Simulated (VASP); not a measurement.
# BN in VASP 6.6.1, single-point calculation

INCAR

```
GGA = PE
LREAL = .FALSE.
ENCUT = 520
ALGO = VeryFast
LASPH = .TRUE.
LCHARG = .FALSE.
SIGMA = 0.02
LWAVE = .FALSE.
ISMEAR = -1
EDIFF = 1E-7
PREC = Accurate
IBRION = -1
NSW = 0
NBANDS = 11
ISIF = 2
NELM = 71
```

KPOINTS

```
KPOINTS created by Atomic Simulation Environment
0
Gamma
12 12 12
0 0 0
```

POSCAR

```
B  N
 1.0000000000000000
     0.0418970831000000    1.7925777840999999    1.7925777840999999
     1.7925777840999999    0.0418970831000000    1.7925777840999999
     1.7925777840999999    1.7925777840999999    0.0418970831000000
 B   N
   1   1
Cartesian
  0.0009819561621056  0.0009819561621056  0.0009819561621056
  0.9057812066628944  0.9057812066628944  0.9057812066628945
```

The recommended PBE PAW datasets give the neutral cell 8 valence electrons.

Command

```
mpirun -np 1 vasp_std
```

OSZICAR

```
N       E                     dE             d eps       ncg     rms          rms(c)
RMM:   1     0.392193629412E+02    0.39219E+02   -0.22669E+03  2079   0.516E+02
RMM:   2    -0.692178586968E+01   -0.46141E+02   -0.36019E+02  2079   0.121E+02
RMM:   3    -0.172425182972E+02   -0.10321E+02   -0.50321E+01  2079   0.483E+01
RMM:   4    -0.183526144578E+02   -0.11101E+01   -0.51990E+00  2079   0.181E+01
RMM:   5    -0.184182678436E+02   -0.65653E-01   -0.39659E-01  2079   0.474E+00
RMM:   6    -0.184228704409E+02   -0.46026E-02   -0.30475E-02  2079   0.134E+00
RMM:   7    -0.184231611344E+02   -0.29069E-03   -0.23232E-03  2079   0.350E-01
RMM:   8    -0.184231825197E+02   -0.21385E-04   -0.18111E-04  2079   0.982E-02
RMM:   9    -0.184231841102E+02   -0.15906E-05   -0.14446E-05  5044   0.265E-02
RMM:  10    -0.184231842523E+02   -0.14206E-06   -0.12992E-06  4712   0.811E-03
RMM:  11    -0.184231842620E+02   -0.96504E-08   -0.87254E-08  4150   0.192E-03
RMM:  12    -0.184231842628E+02   -0.82434E-09   -0.78810E-09  3797   0.556E-04    0.708E+00
RMM:  13    -0.174639623669E+02    0.95922E+00   -0.70529E-01  8306   0.595E+00    0.363E+00
RMM:  14    -0.173670619187E+02    0.96900E-01   -0.50511E-02  7110   0.172E+00    0.194E+00
RMM:  15    -0.173502926389E+02    0.16769E-01   -0.23720E-02  6533   0.124E+00    0.212E-01
RMM:  16    -0.173506156616E+02   -0.32302E-03   -0.51215E-04  4697   0.224E-01    0.439E-02
RMM:  17    -0.173506012236E+02    0.14438E-04   -0.21590E-05  4767   0.488E-02    0.162E-02
RMM:  18    -0.173506065193E+02   -0.52957E-05   -0.53926E-06  4711   0.224E-02    0.607E-03
RMM:  19    -0.173506055967E+02    0.92265E-06   -0.89075E-07  4832   0.769E-03    0.172E-03
RMM:  20    -0.173506056843E+02   -0.87644E-07   -0.86803E-08  4007   0.249E-03
   1 F= -.17350606E+02 E0= -.17350606E+02  d E =-.673449E-13
```

From OUTCAR

```
k-points           NKPTS =    189   k-points in BZ     NKDIM =    189   number of bands    NBANDS=     11

   NELECT =       8.0000    total number of electrons

   dimension x,y,z NGX =    20 NGY =   20 NGZ =   20
   dimension x,y,z NGXF=    40 NGYF=   40 NGZF=   40

  energy-cutoff  :      520.00
  volume of cell :       11.12
      direct lattice vectors                 reciprocal lattice vectors
     0.041897083  1.792577784  1.792577784    -0.288902275  0.282304113  0.282304113
     1.792577784  0.041897083  1.792577784     0.282304113 -0.288902275  0.282304113
     1.792577784  1.792577784  0.041897083     0.282304113  0.282304113 -0.288902275

 k-points in reciprocal lattice and weights: KPOINTS created by Atomic Simulation Env
   0.00000000  0.00000000  0.00000000       0.001
   0.08333333  0.00000000  0.00000000       0.003
   0.16666667 -0.00000000 -0.00000000       0.003
   0.25000000  0.00000000  0.00000000       0.003
   0.33333333 -0.00000000 -0.00000000       0.003
   0.41666667 -0.00000000 -0.00000000       0.003
   0.50000000  0.00000000  0.00000000       0.002
   0.08333333  0.08333333 -0.00000000       0.003
   ...

 E-fermi :   8.7202

 k-point     1 :       0.0000    0.0000    0.0000
  band No.  band energies     occupation
      1     -12.7718      2.00000
      2       8.0001      2.00000
      3       8.2492      2.00000
      4       8.2492      2.00000
      5      16.4224      0.00000
      6      17.6010      0.00000
      7      17.6010      0.00000
      8      19.7707      0.00000
      9      34.0685      0.00000
     10      36.7071      0.00000
     11      36.7724      0.00000

 k-point     2 :       0.0833    0.0000    0.0000
  band No.  band energies     occupation
      1     -12.5914      2.00000
      2       7.2895      2.00000
      3       7.8416      2.00000
      4       8.0402      2.00000
      5      16.6936      0.00000
      6      17.8378      0.00000
      7      17.9000      0.00000
      8      20.3323      0.00000
      9      33.5620      0.00000
     10      34.2347      0.00000
     11      34.5292      0.00000

 k-point     3 :       0.1667   -0.0000   -0.0000
  band No.  band energies     occupation
      1     -12.0557      2.00000
      2       5.1345      2.00000
      3       7.3666      2.00000
      4       7.5342      2.00000
      5      17.3010      0.00000
      6      18.3103      0.00000
      7      18.5785      0.00000
      8      21.5891      0.00000
      9      32.1679      0.00000
     10      32.9947      0.00000
     11      33.0566      0.00000

 k-point     4 :       0.2500    0.0000    0.0000
  band No.  band energies     occupation
      1     -11.1868      2.00000
      2       2.5552      2.00000
      3       6.8370      2.00000
      4       6.9529      2.00000
      5      17.8727      0.00000
      6      18.8015      0.00000
      7      19.1869      0.00000
      8      22.7744      0.00000
      9      31.5900      0.00000
     10      32.5058      0.00000
     11      32.7324      0.00000

 k-point     5 :       0.3333   -0.0000   -0.0000
  band No.  band energies     occupation
      1     -10.0442      2.00000
      2       0.0233      2.00000
      3       6.3936      2.00000
      4       6.4584      2.00000
      5      18.2446      0.00000
      6      19.1071      0.00000
      7      19.4496      0.00000
      8      23.5448      0.00000
      9      31.8736      0.00000
     10      32.8663      0.00000
     11      33.7821      0.00000

 ...

  Total        2.0742182      2.0742182      2.0742182     -0.8483151     -0.8483151     -0.8483151
  in kB      298.9491097    298.9491097    298.9491097   -122.2643979   -122.2643979   -122.2643979
  external PRESSURE =     298.9491097 kB  Pullay stress =       0.0000000 kB

 POSITION                                       TOTAL-FORCE (eV/Angst)
 -----------------------------------------------------------------------------------
      0.00098      0.00098      0.00098         0.031989      0.031989      0.031989
      0.90578      0.90578      0.90578        -0.031989     -0.031989     -0.031989
 -----------------------------------------------------------------------------------
    total drift:                                0.000049      0.000049      0.000049

  FREE ENERGIE OF THE ION-ELECTRON SYSTEM (eV)
  ---------------------------------------------------
  free  energy   TOTEN  =       -17.3506056843 eV

  energy  without entropy=      -17.3506056843  energy(sigma->0) =      -17.35060568
```

It converged. Results: gap between bands v and c on the k mesh 4.40 eV; least direct gap on the k mesh 8.17 eV; pressure 29.9 GPa; largest force 0.06 eV/Å. Band v is the last that the valence electrons fill when counted band by band, and c is the next.

For comparison, a separate PBE run of the intended cell, on usual settings and not on those above, gives a gap of 4.41 eV on its mesh and a pressure of 29.9 GPa.

The run above took about 24 s on one core of a shared host (Intel Xeon Platinum 8488C) and held 0.14 GiB at most.
